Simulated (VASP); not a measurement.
Mg3Sb2: relaxation of cell and atoms with PBE

Crystal: Mg3Sb2.

```
Mg Sb
1.0
     4.59563    0.00000    0.00000
    -2.29782    3.97994    0.00000
     0.00000    0.00000    7.27374
Mg Sb
3 2
Direct
  0.33333 0.66667 0.63209
  0.66667 0.33333 0.36791
  0.00000 0.00000 0.00000
  0.33333 0.66667 0.22545
  0.66667 0.33333 0.77455
```

```yaml
Program: VASP 6.6.1
Task: relaxation of cell and atoms
Functional: PBE
Potentials_or_basis: VASP PAW PBE potentials, release 64 (Mg, Sb)
Cutoff: 600 eV
k_mesh: 9 × 9 × 5
Occupations: gaussian, width 0.03 eV
Spin: no spin polarisation
Further_INCAR_settings: ALGO = Normal; EDIFF = 1e-07; IBRION = 2; EDIFFG = -0.005; NSW = 90; ISIF = 3
```

```yaml
Pressure_after_relaxing: 0.0 GPa
Largest_force_after_relaxing: 0.003 eV/Å
Band_gap_on_the_k_mesh: 0.15 eV, indirect (least direct gap 1.01 eV)
```

Forces in eV/Å, atoms in the order of the input:
```
Mg   0.000  0.000 -0.003
Mg   0.000  0.000  0.003
Mg   0.000  0.000  0.000
Sb   0.000  0.000 -0.002
Sb   0.000  0.000  0.002
```

Final structure:
```cif
data_structure
_symmetry_space_group_name_H-M 'P 1'
_symmetry_Int_Tables_number 1
_cell_length_a 4.5956
_cell_length_b 4.5956
_cell_length_c 7.2737
_cell_angle_alpha 90.000
_cell_angle_beta 90.000
_cell_angle_gamma 120.000
_cell_volume 133.04
loop_
_atom_site_label
_atom_site_type_symbol
_atom_site_fract_x
_atom_site_fract_y
_atom_site_fract_z
_atom_site_occupancy
Mg1 Mg 0.33333 0.66667 0.63209 1
Mg2 Mg 0.66667 0.33333 0.36791 1
Mg3 Mg 0.00000 0.00000 0.00000 1
Sb1 Sb 0.33333 0.66667 0.22545 1
Sb2 Sb 0.66667 0.33333 0.77455 1
```

Levels at points of the mesh, in eV from the valence-band top:
```
           k point  band 5  band 6  band 7  band 8  band 9  band 10  band 11  band 12
(0.00, 0.00, 0.00)   -1.08   -0.39   -0.39    0.00    1.01     1.18     3.03     3.03
```

Wall time 64 s on 1 thread of Intel(R) Xeon(R) 6975P-C (Granite Rapids), with other jobs on the host, peak memory 0.35 GiB.

Caveat: the relaxation stopped at its first step, so nothing moved; spin-orbit coupling is left out, which moves the levels of the heavy elements; an odd mesh through Γ misses points on the zone boundary, where band edges often lie.
